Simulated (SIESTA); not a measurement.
## MoS2: equation of state with PBEsol

Slab: MoS2, a slab with vacuum.

```
Mo S
1.0
     3.18413    0.00000    0.00000
    -1.59206    2.75753    0.00000
     0.00000    0.00000   17.33460
Mo S
1 2
Direct
  0.00000 0.00000 0.00000
  0.33333 0.66667 0.91051
  0.33333 0.66667 0.08949
```

* Program: SIESTA 5.4.2
* Task: equation of state
* Functional: PBEsol
* Potentials or basis: PseudoDojo 0.4 standard (PBEsol files)
* Basis: DZP (energy shift 0.003 Ry; two zetas on semicore shells)
* Grid cutoff: 800 Ry
* Energy shift: 0.003 Ry
* k mesh: 10 × 10 × 2
* Occupations: fermi-dirac, width 0.05 eV
* Spin: no spin polarisation

- Equilibrium volume: 50.67 Å³/atom
- Bulk modulus at fixed shape and positions: 54 GPa
- Pressure derivative of the bulk modulus: 4.4

Energy against volume, from the lowest point:
| volume (Å³/atom) | energy (meV/atom) |
| --- | --- |
| 47.690 | 32.93 |
| 48.705 | 13.75 |
| 49.720 | 3.08 |
| 50.735 | 0.00 |
| 51.749 | 3.76 |
| 52.764 | 13.68 |
| 53.779 | 29.08 |

All runs of the series together: 4.9 min on 1 thread of Arm Neoverse V2, on a shared host.

Caveat: the cell was scaled at fixed shape and fractional positions, which overstates the stiffness of a crystal with free parameters, most of all of layers and chains; the basis of atomic orbitals isn't converged, which shifts pressures, moduli and gaps.
